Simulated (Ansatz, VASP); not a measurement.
## Two plane-wave programs on SiC

```
CELL_PARAMETERS angstrom
-0.01032 2.17828 2.19754
2.17828 -0.01032 2.19754
2.16796 2.16796 0.00000
ATOMIC_POSITIONS crystal
Si 0.99954 0.99954 0.00046
C 0.25046 0.25046 0.24954
```

Change from the starting cell: strained cell.

Alike in both runs: functional PBE; k mesh 10 × 10 × 10; occupations gaussian, width 0.02 eV; no spin polarisation.

Ansatz relaxed the structure, and its values are those at the end. VASP's run is a single point on that final structure, the one shown.

|  | VASP | Ansatz |
| --- | --- | --- |
| version | VASP 6.6.1 | Ansatz 0.2.0 |
| potentials or method | VASP PAW PBE potentials, release 64 (Si, C) | scalar-relativistic, plane waves, PAW |
| plane-wave cutoff (eV) | 520 | 420 |
| valence electrons in the cell | 8 | 8 |

```csv
,VASP,Ansatz,Ansatz less VASP
gap on the k mesh at the Fermi level (eV),1.27,1.27,+0.003
least direct gap on the mesh (eV),4.44,4.44,+0.008
pressure (GPa),1.5,1.5,+0.05
```

With one functional, cell and mesh, what is left measures potentials, basis and numerics. Ansatz warned: «stress_scf_threshold_loose».

A k mesh can miss the band edges.
